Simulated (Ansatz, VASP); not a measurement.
Two plane-wave programs on Pt

INCAR

```
PREC = Accurate
ENCUT = 520
EDIFF = 1E-6
ISMEAR = -1
SIGMA = 0.05
LREAL = False
LASPH = True
NELM = 80
ALGO = Normal
ISIF = 2
LWAVE = False
LCHARG = False
GGA = B5
ALDAX = 1.0
AGGAX = 1.0
AGGAC = 1.0
ALDAC = 0.0
NBANDS = 11
```

The input KPOINTS:

```
regular mesh
0
Gamma
  12 12 12
```

POSCAR

```
Pt
1.0
   -1.5842200000      1.5842200000      1.5842200000
    1.5842200000     -1.5842200000      1.5842200000
    1.5842200000      1.5842200000     -1.5842200000
Pt
1
Direct
    0.0000000000      0.0000000000      0.0000000000
```

Input for Ansatz:

```yaml
crystal:
  lattice:
    - [-1.58422, 1.58422, 1.58422]
    - [1.58422, -1.58422, 1.58422]
    - [1.58422, 1.58422, -1.58422]
  atoms:
    - { symbol: Pt, position: [0.0, 0.0, 0.0] }
kpoints:
  mp_grid:
    grid: [12, 12, 12]
hamiltonian:
  xc: blyp
  pseudopotentials:
    kind: paw
scf:
  occupations:
    method: fermi_dirac
    width: 0.05
output:
  stress: true
```

This isn't the form of Pt at room conditions, which is fcc.

Alike in both runs: task single point; functional BLYP; k mesh 12 × 12 × 12; occupations fermi-dirac, width 0.05 eV; no spin polarisation.

```csv
,VASP,Ansatz
version,VASP 6.6.1,Ansatz 0.2.0
potentials or method,"VASP PAW PBE potentials, release 64 (Pt)","plane waves, PAW"
plane-wave cutoff (eV),520,420
valence electrons in the cell,10,18
```

|  | VASP | Ansatz | Ansatz less VASP |
| --- | --- | --- | --- |
| pressure (GPa) | 13.6 | 12.4 | -1.22 |

The two sets of potentials don't hold the same shells in valence.

Caveats: the PAW data sets were made with another functional, which shifts forces and pressure a little (VASP). The runs have no spin-orbit coupling, so splittings on Pt are missing.
